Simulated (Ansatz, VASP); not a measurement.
Be in VASP and in Ansatz

```
CELL_PARAMETERS angstrom
-1.24641 1.24641 1.24641
1.24641 -1.24641 1.24641
1.24641 1.24641 -1.24641
ATOMIC_POSITIONS crystal
Be 0.00000 0.00000 0.00000
```

Alike in both runs: functional PBEsol; k mesh 24 × 24 × 24; occupations gaussian, width 0.1 eV; no spin polarisation.

Ansatz relaxed the structure, and its values are those at the end. VASP's run is a single point on that final structure, the one shown.

|  | VASP | Ansatz |
| --- | --- | --- |
| version | VASP 6.6.1 | Ansatz 0.2.0 |
| potentials or method | VASP PAW PBE potentials, release 64 (Be) | scalar-relativistic, plane waves, PAW |
| plane-wave cutoff (eV) | 520 | 420 |
| valence electrons in the cell | 2 | 2 |

Ansatz gave:

```
gap on the k mesh at the Fermi level (eV) : none
pressure (GPa)                            : 0.0
```

Estimate VASP's values.

gap on the k mesh at the Fermi level (eV): none; pressure (GPa): 0.4.

A gap of «none» marks a metal or a gap that the smearing closes.

Caveats: the PAW data sets were made with another functional, which shifts forces and pressure a little (VASP).
